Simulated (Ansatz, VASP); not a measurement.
## Pt: VASP beside Ansatz

```
CELL_PARAMETERS angstrom
0.00000 1.92632 2.02263
1.92632 0.00000 2.02263
1.92632 1.92632 0.00000
ATOMIC_POSITIONS crystal
Pt 0.00000 0.00000 0.00000
```

Alike in both runs: task single point; functional PBE; k mesh 24 × 24 × 24; occupations fermi-dirac, width 0.02 eV; no spin polarisation.

|  | VASP | Ansatz |
| --- | --- | --- |
| version | VASP 6.6.1 | Ansatz 0.2.0 |
| potentials or method | VASP PAW PBE potentials, release 64 (Pt) | scalar-relativistic, plane waves, PAW |
| plane-wave cutoff (eV) | 520 | 420 |
| valence electrons in the cell | 10 | 18 |

VASP gave:

- gap on the k mesh at the Fermi level (eV): none
- pressure (GPa): 11.1
- largest component of the traceless stress (GPa): 4.10

**Question.** Which values does Ansatz return?

**Answer.** gap on the k mesh at the Fermi level (eV): none; pressure (GPa): 11.7; largest component of the traceless stress (GPa): 4.13.

A gap of «none» marks a metal or a gap that the smearing closes. The functional is the same, so the differences come from potentials, cutoffs and numerics. The two sets of potentials don't hold the same shells in valence.

Spin-orbit coupling is left out, which matters for the levels of Pt.
